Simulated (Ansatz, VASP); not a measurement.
**InPd in VASP and in Ansatz**

```
In Pd
1.0
     3.27188    0.00000    0.00000
     0.00000    3.27188    0.00000
     0.00000    0.00000    3.27188
In Pd
1 1
Direct
  0.00000 0.00000 0.00000
  0.50000 0.50000 0.50000
```

Alike in both runs: task electric field gradients; functional LDA; k mesh 13 × 13 × 13; occupations fermi-dirac, width 0.03 eV; no spin polarisation.

|  | VASP | Ansatz |
| --- | --- | --- |
| version | VASP 6.6.1 | Ansatz 0.2.0 |
| potentials or method | VASP PAW LDA potentials, release 64 (In_d, Pd) | PAW with Ansatz's default frozen-core files, scalar-relativistic |
| plane-wave cutoff (eV) | 520 | 420 |
| valence electrons in the cell | 23 | 31 |

VASP gave:

* pressure (GPa): -6.6
* Vzz of the field gradient on the site that differs most (V/Å²): 0.0

Question: Estimate Ansatz's values.

Answer: Pressure (GPa): -6.9; Vzz of the field gradient on the site that differs most (V/Å²): 0.0.

The two sets of potentials don't hold the same shells in valence. Ansatz warned: «gradients_without_spin_orbit».
